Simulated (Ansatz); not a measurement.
Input and command of a calculation in Ansatz (plane waves; scalar-relativistic PAW potentials unless the input names others):

```yaml
crystal:
  lattice:
    - [-1.651318654, 1.651318654, 1.2807199545]
    - [1.651318654, -1.651318654, 1.2807199545]
    - [1.651318654, 1.651318654, -1.2807199545]
  atoms:
    - { symbol: Si, position: [0.0, 0.0, 0.0] }
basis:
  ecutwfc: "250 eV"
kpoints:
  mp_grid: { grid: [22, 22, 22], shift: [0.5, 0.5, 0.5] }
hamiltonian:
  xc: pbesol
scf:
  occupations: { method: gaussian, width: 0.15 }
output:
  forces: true
  eigenvalues: true
  stress: true
```

```bash
ansatz run input.yaml --threads 1 --pin off --max-ram 2560MiB --backend cpu --events-out ev --progress --plain --runs-dir out
```

Abridged log:
```
Warning: basis.ecutwfc = 250 eV is below the records' recommended 420 eV, and the density's cutoff is lower with it unless basis.ecutrho_ratio is high enough to keep the records' density cutoff: compare with a run at a higher cutoff
Basis set: ecut = 250 eV, 127 PW (Γ), exchange–correlation on 30×30×30 points (8 copies of the dense FFT grid, shifted against one another)
Bands: 6, of which v1, the nominal top of the filled ones, is band 2 counted from 1 (1 counted from 0)
Symmetry: 16 space group operations
k-points: 828 of 10648
SCF iter   1: F=—  HF=-621.070718 eV  |F-HF|=—  |Δ(HF+E_count)|=         —  Δρ=2.90e-3  dr2=4.41e-4  ethr=1.77e-3  ⟨swp⟩=4.9  Hψ=45795  notcnv=0
SCF iter   2: F=—  HF=-621.070781 eV  |F-HF|=—  |Δ(HF+E_count)|=   6.25e-5  Δρ=1.44e-3  dr2=1.03e-4  ethr=1.10e-5  ⟨swp⟩=1.3  Hψ=11877  notcnv=0
SCF iter   3: F=—  HF=-621.070831 eV  |F-HF|=—  |Δ(HF+E_count)|=   5.04e-5  Δρ=8.19e-5  dr2=6.91e-7  ethr=2.57e-6  ⟨swp⟩=2.0  Hψ=6117  notcnv=0
SCF iter   4: F=—  HF=-621.070905 eV  |F-HF|=—  |Δ(HF+E_count)|=   7.39e-5  Δρ=3.30e-5  dr2=4.70e-8  ethr=1.73e-8  ⟨swp⟩=2.0  Hψ=6407  notcnv=0
SCF iter   5: F=-621.070905 eV  HF=-621.070905 eV  |F-HF|=6.00e-11  |Δ(HF+E_count)|=   2.38e-8  Δρ=1.11e-6  dr2=1.47e-10  ethr=1.18e-9  ⟨swp⟩=2.0  Hψ=6429  notcnv=0
SCF iter   6: F=-621.070905 eV  HF=-621.070905 eV  |F-HF|=8.98e-12  |Δ(HF+E_count)|=  4.06e-11  Δρ=4.46e-7  dr2=2.24e-11  ethr=3.67e-12  ⟨swp⟩=1.4  Hψ=15646  notcnv=0
SCF 1 converged in 6 iterations: F = -621.070905 eV  dr2 = 2.24e-11
SCF converged after 6 iterations
Free energy (F): -621.070905 eV
Harris-Foulkes:  -621.070905 eV  (|F-HF|=8.98e-12)
Internal energy: -621.065838 eV  (E = F + TS)
E sigma→0 (E₀):  -621.068372 eV
Entropy (-TS):   -0.005067 eV (-5.067 meV/atom)
Fermi energy:    11.096064 eV
--- Forces (eV/Å), atoms counted from 1 ---
  atom   1  Si     0.00000000     0.00000000     0.00000000
--- Stress (GPa, compression-positive) ---
        1.331831       0.000000       0.000000
        0.000000       1.331831       0.000000
        0.000000       0.000000       3.708647
  P = ⅓ Tr σ = 2.1241 GPa (21.241 kbar)
```

Apart from outputs and empty bands, the input differs from a reference run on usual settings in basis.ecutwfc: 420 → "250 eV"; kpoints.mp_grid.shift: not typed → [0.5, 0.5, 0.5]. The reference, at the same geometry (not necessarily relaxed), gave pressure 1.38 GPa, largest force 0.000 eV/Å, no gap on the mesh. This run converged in 6 SCF iterations (reference: 6) with an energy at zero smearing 66.09 meV/atom above the reference's, pressure 2.12 GPa, largest force 0.000 eV/Å, no gap on the mesh. Its cutoff is looser than usual, and the result moved.

Time: 5.8 s on 1 thread of Intel(R) Xeon(R) Processor @ 2.50GHz (Skylake/Cascade Lake), on a shared host, peak memory 0.34 GiB.